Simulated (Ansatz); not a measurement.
The system is TaN.

```
CELL_PARAMETERS angstrom
3.04800 0.00000 0.00000
-1.52400 2.63965 0.00000
0.00000 0.00000 4.91800
ATOMIC_POSITIONS crystal
Ta 0.00000 0.00000 0.00000
Ta 0.00000 0.00000 0.50000
N 0.33333 0.66667 0.25000
N 0.66667 0.33333 0.75000
```

```yaml
Program: Ansatz 0.2.0
Task: single point
Functional: PBE
Potentials_or_basis: Ansatz PAW
Cutoff: "420 eV (not typed: the program's choice for these potentials)"
k_mesh: 10 × 10 × 6
Occupations: fermi-dirac, width 0.05 eV
Spin: no spin polarisation
```

On this cell: pressure 59.4 GPa; largest force under 0.003 eV/Å; band gap on the k mesh none (metal or under the smearing width).

The same run follows on a disturbed copy (atoms moved at random, drawn with an rms of 0.05 Å):

```
Ta N
1.0
     3.04800    0.00000    0.00000
    -1.52400    2.63965    0.00000
     0.00000    0.00000    4.91800
Ta N
2 2
Direct
  0.01760 0.99478 0.99069
  0.00325 0.99967 0.49905
  0.32400 0.65994 0.25704
  0.66349 0.33394 0.74444
```

Q: What does the disturbed cell give?

A: The energy (extrapolated to zero smearing) moves by +24.5 meV/atom; pressure 60.8 GPa; largest force 2.024 eV/Å; band gap on the k mesh none (metal or under the smearing width).

Forces in eV/Å, atoms in the order of the input:
```
Ta  -0.803  0.077  1.856
Ta  -0.354 -0.100 -1.398
N    0.567  0.121 -0.809
N    0.591 -0.098  0.351
```

Stress tensor (GPa, compression positive):
```
 31.50   0.26  -0.50
  0.26  34.71  -0.64
 -0.50  -0.64 116.11
```

Caveats: a pressure of tens of GPa on the cell as given is suspect, and the run, the potentials or the cell itself is likely at fault (some runs); the cell as given lies far from equilibrium (some runs).
